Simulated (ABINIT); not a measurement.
TiSe:

```
Se Ti
1.0
     3.55900    0.00000    0.00000
    -1.77950    3.08218    0.00000
     0.00000    0.00000    6.22000
Se Ti
2 2
Direct
  0.66667 0.33333 0.75000
  0.33333 0.66667 0.25000
  0.00000 0.00000 0.50000
  0.00000 0.00000 0.00000
```

Base run:

```yaml
Program: ABINIT 10.8.3 (patched build)
Functional: PBEsol
Potentials_or_basis: PseudoDojo NC SR PBEsol v0.4.1 standard
Cutoff: 1061 eV
k_mesh: 7 × 7 × 4
Occupations: fermi-dirac, width 0.05 eV
Spin: no spin polarisation
```

Its results: band gap on the k mesh none (metal or under the smearing width); pressure -1.3 GPa.

Question: After a change of settings the same cell gave: band gap on the k mesh none (metal or under the smearing width); pressure -0.8 GPa. Which change was it?
A. functional from PBEsol to LDA; potentials or basis from PseudoDojo NC SR PBEsol v0.4.1 standard to PseudoDojo NC SR LDA v0.4.1 standard; cutoff from 1061 eV to 1088 eV
B. cutoff from 1061 eV to 1170 eV
C. potentials or basis from PseudoDojo NC SR PBEsol v0.4.1 standard to PseudoDojo NC SR PBEsol v0.4 stringent; cutoff from 1061 eV to 1306 eV; valence electrons from 56 to 72

Answer: B.

Not every run made on this cell is shown here.
